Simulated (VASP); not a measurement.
A run of VASP 6.6.1:

File INCAR:

```
SYSTEM = Te
  PREC = Accurate
  ENCUT = 600
  EDIFF = 1E-6
  ISMEAR = -1
  SIGMA = 0.05
  LREAL = .FALSE.
  LASPH = .TRUE.
  NELM = 80
  ALGO = Fast
  ISIF = 3
  LWAVE = .FALSE.
  LCHARG = .FALSE.
  GGA = PE
  IBRION = 2
  NSW = 60
  EDIFFG = -0.005
```

Contents of KPOINTS:

```
regular mesh
0
G
  9 9 9
  0 0 0
```

The input POSCAR:

```
Te
1.0
    2.3059043427      1.3313144930      1.6909537039
   -2.3059043427      1.3313144930      1.6909537039
    0.0000000000     -2.6626289860      1.6909537039
Te
1
Direct
    0.5000000000      0.5000000000      0.5000000000
```

Potentials or basis: VASP PAW PBE potentials, release 54 (Te).

Launch:

```console
$ cat potpaw_PBE.54/Te/POTCAR > POTCAR
$ mpirun -np 1 vasp_std > vasp.out
```

Hardware: 1 thread of Intel(R) Xeon(R) 6975P-C (Granite Rapids) (shared host).

Question: How long does it take, and how much memory?

Answer: Wall time 79 s on 1 thread of Intel(R) Xeon(R) 6975P-C (Granite Rapids) (shared host), peak memory 0.18 GiB. Counts: scf iterations 108, k points 85, ion steps 15.
